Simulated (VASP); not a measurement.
# Ir (Fm-3m) in VASP: notebook, part 2 of 2

VASP 6.6.1. The steps go on from the part before.

## (5) Relaxation of the atoms, LDA (a relaxed cell with its volume scaled by 1.04)

Input file INCAR:

```
SYSTEM = Ir
PREC = Accurate
ENCUT = 600
EDIFF = 1E-7
ISMEAR = 1
SIGMA = 0.1
LREAL = .False.
LASPH = .True.
NELM = 80
ALGO = Normal
ISIF = 2
LWAVE = .False.
LCHARG = .False.
GGA = CA
IBRION = 2
NSW = 40
EDIFFG = -0.01
```

Input file KPOINTS:

```
Automatic mesh
0
Gamma
  16 16 16
  0 0 0
```

Input file POSCAR:

```
Ir                                      
1.0
    0.0000000000      1.9351737583      1.9351737583
    1.9351737583     -0.0000000000      1.9351737583
    1.9351737583      1.9351737583     -0.0000000000
  Ir            
     1
Direct
     0.0000000000000000    0.0000000000000000    0.0000000000000000
```

Potentials or basis: VASP PAW LDA potentials, release 64 (Ir).

Launch:

```bash
$ cat potpaw_LDA.64/Ir/POTCAR > POTCAR
$ mpirun -np 1 vasp_std > vasp.out
```

OUTCAR:

```text
SYSTEM = Ir
   PREC = Accurate
   ENCUT = 600
   EDIFF = 1E-7
   ISMEAR = 1
   LREAL = .False.
   LASPH = .True.
   NELM = 80
   ISIF = 2
   GGA = CA
   IBRION = 2
   NSW = 40
   EDIFFG = -0.01

 ion  position               nearest neighbor table
   1  0.000  0.000  0.000-

  LATTYP: Found a face centered cubic cell.
 ALAT       =     3.8703475166

  Lattice vectors:

 A1 = (   0.0000000000,   1.9351737583,   1.9351737583)
 A2 = (   1.9351737583,   0.0000000000,   1.9351737583)
 A3 = (   1.9351737583,   1.9351737583,   0.0000000000)

Analysis of symmetry for initial positions (statically):
=====================================================================
 Subroutine PRICEL returns:
 Original cell was already a primitive cell.

 Routine SETGRP: Setting up the symmetry group for a
 face centered cubic supercell.

 Subroutine GETGRP returns: Found 48 space group operations
 (whereof 48 operations were pure point group operations)
 out of a pool of 48 trial point group operations.

The static configuration has the point symmetry O_h .

Analysis of symmetry for dynamics (positions and initial velocities):
=====================================================================
 Subroutine PRICEL returns:
 Original cell was already a primitive cell.

 Routine SETGRP: Setting up the symmetry group for a
 face centered cubic supercell.

 Subroutine GETGRP returns: Found 48 space group operations
 (whereof 48 operations were pure point group operations)
 out of a pool of 48 trial point group operations.

The dynamic configuration has the point symmetry O_h .

 Subroutine INISYM returns: Found 48 space group operations
 (whereof 48 operations are pure point group operations),
 and found     1 'primitive' translations

----------------------------------------------------------------------------------------

                                     Primitive cell

  volume of cell :      14.4941

  direct lattice vectors                    reciprocal lattice vectors
     0.000000000  1.935173758  1.935173758    -0.258374731  0.258374731  0.258374731
     1.935173758  0.000000000  1.935173758     0.258374731 -0.258374731  0.258374731
     1.935173758  1.935173758  0.000000000     0.258374731  0.258374731 -0.258374731

  length of vectors
     2.736748975  2.736748975  2.736748975     0.447518162  0.447518162  0.447518162

  position of ions in fractional coordinates (direct lattice)
     0.000000000  0.000000000  0.000000000

  ion indices of the primitive-cell ions
   primitive index   ion index
                 1           1

----------------------------------------------------------------------------------------

 KPOINTS: Automatic mesh

Automatic generation of k-mesh.
 Grid dimensions read from file:
 generate k-points for:   16   16   16

 Generating k-lattice:

  Cartesian coordinates                     Fractional coordinates (reciprocal lattice)
    -0.016148421  0.016148421  0.016148421     0.062500000  0.000000000  0.000000000
     0.016148421 -0.016148421  0.016148421     0.000000000  0.062500000  0.000000000
     0.016148421  0.016148421 -0.016148421     0.000000000  0.000000000  0.062500000

  Length of vectors
     0.027969885  0.027969885  0.027969885

  Shift w.r.t. Gamma in fractional coordinates (k-lattice)
     0.000000000  0.000000000  0.000000000

 Subroutine IBZKPT returns following result:
 ===========================================

 Found    145 irreducible k-points:

 Following reciprocal coordinates:
            Coordinates               Weight
  0.000000  0.000000  0.000000      1.000000
  0.062500  0.000000  0.000000      8.000000
  0.125000  0.000000  0.000000      8.000000
  0.187500  0.000000  0.000000      8.000000
  0.250000  0.000000  0.000000      8.000000
  0.312500  0.000000  0.000000      8.000000
[... 16 lines left out ...]
 -0.125000  0.062500  0.000000     24.000000
 -0.062500  0.062500  0.000000     12.000000
 [... further k-points ...]
   k-points           NKPTS =    145   k-points in BZ     NKDIM =    145   number of bands    NBANDS=      8
   number of dos      NEDOS =    301   number of ions     NIONS =      1
   total plane-waves  NPLWV =  13824
   dimension x,y,z NGX =    24 NGY =   24 NGZ =   24
   dimension x,y,z NGXF=    48 NGYF=   48 NGZF=   48
   ions per type =               1
   NGX,Y,Z   is equivalent  to a cutoff of  14.58, 14.58, 14.58 a.u.
   NGXF,Y,Z  is equivalent  to a cutoff of  29.16, 29.16, 29.16 a.u.
 SYSTEM =  Ir
   PREC   = accura    normal or accurate (medium, high low for compatibility)
   ISTART =      0    job   : 0-new  1-cont  2-samecut
   ICHARG =      2    charge: 1-file 2-atom 10-const
   ISPIN  =      1    spin polarized calculation?
   LNONCOLLINEAR =      F non collinear calculations
   LSORBIT =      F    spin-orbit coupling
   LASPH  =      T    aspherical Exc in radial PAW
   ENCUT  =  600.0 eV  44.10 Ry    6.64 a.u.   5.47  5.47  5.47*2*pi/ulx,y,z
   NELM   =     80;   NELMIN=  2; NELMDL= -5     # of ELM steps
   EDIFF  = 0.1E-06   stopping-criterion for ELM
   LREAL  =      F    real-space projection
   EDIFFG = -.1E-01   stopping-criterion for IOM
   NSW    =     40    number of steps for IOM
   IBRION =      2    ionic relax: 0-MD 1-quasi-New 2-CG
   NFREE  =      1    steps in history (QN), initial steepest desc. (CG)
   ISIF   =      2    stress and relaxation
   ISYM   =      2    0-nonsym 1-usesym 2-fastsym
   POTIM  = 0.5000    time-step for ionic-motion
   TEBEG  =    0.0;   TEEND  =   0.0 temperature during run
   PSTRESS=    0.0 pullay stress
   NELECT =       9.0000    total number of electrons
   NUPDOWN=      -1.0000    fix difference up-down
   EMIN   =  10.00;   EMAX   =-10.00  energy-range for DOS
   EFERMI =   0.00;   METHOD = LEGACY
   ISMEAR =     1;   SIGMA  =   0.10  broadening in eV -4-tet -1-fermi 0-gaus
   EFERMI_NEDOS =   21; number of points for ismear=-14 and -15
   IALGO  =     38    algorithm
   IMIX   =      4    mixing-type and parameters
     AMIX     =   0.40;   BMIX     =  1.00
     AMIX_MAG =   1.60;   BMIX_MAG =  1.00
  volume/ion in A,a.u.               =      14.49        97.81
  Fermi-wavevector in a.u.,A,eV,Ry     =   1.396665  2.639315 26.540534  1.950674
  Thomas-Fermi vector in A             =   2.519997
   LORBIT       =      0    0 simple, 1 ext, 2 COOP (PROOUT), +10 PAW based schemes
   GGA     = CA    functional components
   LHFCALC =     F    Hartree Fock is set to
   AEXX    =    0.0000 exact exchange contribution
   IVDW    =     0    specifies the selected vdW correction
   LEPSILON=     F    determine dielectric tensor
   LRPA    =     F    only Hartree local field effects (RPA)
 conjugate gradient relaxation of ions
 non-spin polarized calculation
 Methfessel and Paxton  Order N= 1 SIGMA  =   0.10
  energy-cutoff  :      600.00
  volume of cell :       14.49
 maximum number of plane-waves:       531
 NGX is ok and might be reduce to    24
   NGX = 11   NGY = 11   NGZ = 11

 number of electron       9.0000000 magnetization

 Free energy of the ion-electron system (eV)
  ---------------------------------------------------
  ext. energy  EPLUGINS =         0.00000000
  ---------------------------------------------------
  free energy    TOTEN  =       -10.28985311 eV

  energy without entropy =      -10.28964314  energy(sigma->0) =      -10.28978312

 E-fermi :   9.8795     XC(G=0): -13.9992

 val. band max:        9.8774534555   @ k =  -0.3750   0.1875   0.0000
 cond. band min:       9.8805401348   @ k =   0.3125   0.2500   0.0625
 fundamental gap:      0.0030866794
 Fermi energy:         9.8795467831

 k-point     1 :       0.0000    0.0000    0.0000
  band No.  band energies     occupation
      1      -0.9611      2.00000
      2       6.1163      2.00000
      3       6.1163      2.00000
      4       6.1163      2.00000
      5       8.7426      2.00000
      6       8.7426      2.00000
      7      24.2785      0.00000
      8      29.6728      0.00000
[... 243 lines left out ...]
 k-point    24 :      -0.0625    0.0625    0.0000
  band No.  band energies     occupation
      1      -0.5150      2.00000
      2       5.8679      2.00000
      3       6.2913      2.00000
      4       6.3425      2.00000
      5       8.4964      2.00000
      6       8.7685      2.00000
      7      25.0274      0.00000
      8      27.9828      0.00000

 [... further k-points ...]

------------------------ aborting loop because EDIFF is reached ----------------------------------------

  FORCE on cell =-STRESS in cart. coord.  units (eV):
  Direction    XX          YY          ZZ          XY          YZ          ZX
  --------------------------------------------------------------------------------------
  -------------------------------------------------------------------------------------
  Total       -1.2952764     -1.2952764     -1.2952764      0.0000000     -0.0000000     -0.0000000
  in kB     -143.1802621   -143.1802621   -143.1802621      0.0000000     -0.0000000     -0.0000000
  external PRESSURE =    -143.1802621 kB  Pullay stress =       0.0000000 kB

 VOLUME and BASIS-vectors are now :
 -----------------------------------------------------------------------------
  energy-cutoff  :      600.00
  volume of cell :       14.49
      direct lattice vectors                 reciprocal lattice vectors
     0.000000000  1.935173758  1.935173758    -0.258374731  0.258374731  0.258374731
     1.935173758  0.000000000  1.935173758     0.258374731 -0.258374731  0.258374731
     1.935173758  1.935173758  0.000000000     0.258374731  0.258374731 -0.258374731

 POSITION                                       TOTAL-FORCE (eV/Angst)
 -----------------------------------------------------------------------------------
      0.00000      0.00000      0.00000        -0.000000     -0.000000      0.000000
 -----------------------------------------------------------------------------------
    total drift:                               -0.000000      0.000000      0.000000

  FREE ENERGIE OF THE ION-ELECTRON SYSTEM (eV)
  ---------------------------------------------------
  free  energy   TOTEN  =       -10.2898531073 eV

  energy  without entropy=      -10.2896431362  energy(sigma->0) =      -10.28978312

 reached required accuracy - stopping structural energy minimisation
```

Wall time 12 s (1 thread of AMD EPYC 9R45 (Zen 5), shared host); peak memory 0.12 GiB.

What came out:

```yaml
Free_energy: -10.2899 eV
Pressure_after_relaxing: -14.3 GPa
Band_gap_on_the_k_mesh: none (metal or under the smearing width)
```

Final structure:
```yaml
crystal:
  lattice:
    - [0.00000, 1.93517, 1.93517]
    - [1.93517, 0.00000, 1.93517]
    - [1.93517, 1.93517, 0.00000]
  atoms:
    - { symbol: Ir, position: [0.00000, 0.00000, 0.00000] }
```

Caveat: the relaxation stopped at its first step, so nothing moved.

## (6) Relaxation of the atoms, LDA (a relaxed cell with its volume scaled by 1.06)

INCAR is that of step 5.

KPOINTS is that of step 5.

Input file POSCAR:

```
Ir                                      
1.0
    0.0000000000      1.9475000381      1.9475000381
    1.9475000381     -0.0000000000      1.9475000381
    1.9475000381      1.9475000381     -0.0000000000
  Ir            
     1
Direct
     0.0000000000000000    0.0000000000000000    0.0000000000000000
```

Potentials or basis: VASP PAW LDA potentials, release 64 (Ir).

Launch:

```bash
$ cat potpaw_LDA.64/Ir/POTCAR > POTCAR
$ mpirun -np 1 vasp_std > vasp.out
```

Run time: 12 s. Hardware: 1 thread of AMD EPYC 9R45 (Zen 5), shared host; peak memory 0.12 GiB.

The run converged. Its results:

```
Free energy             : -10.2597 eV
Pressure after relaxing : -20.3 GPa
Band gap on the k mesh  : none (metal or under the smearing width)
```

Final structure:
```
Ir
1.0
     0.00000    1.94750    1.94750
     1.94750    0.00000    1.94750
     1.94750    1.94750    0.00000
Ir
1
Direct
  0.00000 0.00000 0.00000
```

Levels at points of the mesh, in eV from the Fermi level:
```tsv
k point	band 1	band 2	band 3	band 4	band 5	band 6	band 7	band 8
(0.00, 0.00, 0.00)	-10.64	-3.65	-3.65	-3.65	-1.11	-1.11	14.43	19.72
(0.50, 0.00, 0.00)	-7.66	-3.73	-3.73	-0.60	0.84	0.84	6.84	13.96
(0.50, 0.50, 0.00)	-7.42	-6.89	0.83	1.36	1.36	1.75	9.94	11.50
```

Caveat: the relaxation stopped at its first step, so nothing moved. Spin-orbit coupling is left out, which matters for the levels of Ir.

## (7) Summary

| cell | gap on the mesh (eV) | pressure (GPa) |
| --- | --- | --- |
| atoms relaxed from: a relaxed cell with its volume scaled by 0.98 | none | 8.6 |
| atoms relaxed | none | 0.0 |
| atoms relaxed from: a relaxed cell with its volume scaled by 1.02 | none | -7.6 |
| atoms relaxed from: a relaxed cell with its volume scaled by 1.04 | none | -14.3 |
| atoms relaxed from: a relaxed cell with its volume scaled by 1.06 | none | -20.3 |

Alike in all rows: task relaxation of the atoms; level LDA; potentials or basis VASP PAW LDA potentials, release 64 (Ir); no spin polarisation; k mesh 16 × 16 × 16; cutoff (eV) 600; smearing methfessel-paxton 0.1 eV.

Caveats: the relaxation stopped at its first step, so nothing moved.

Absolute energies hang on the potentials; compare differences alone.
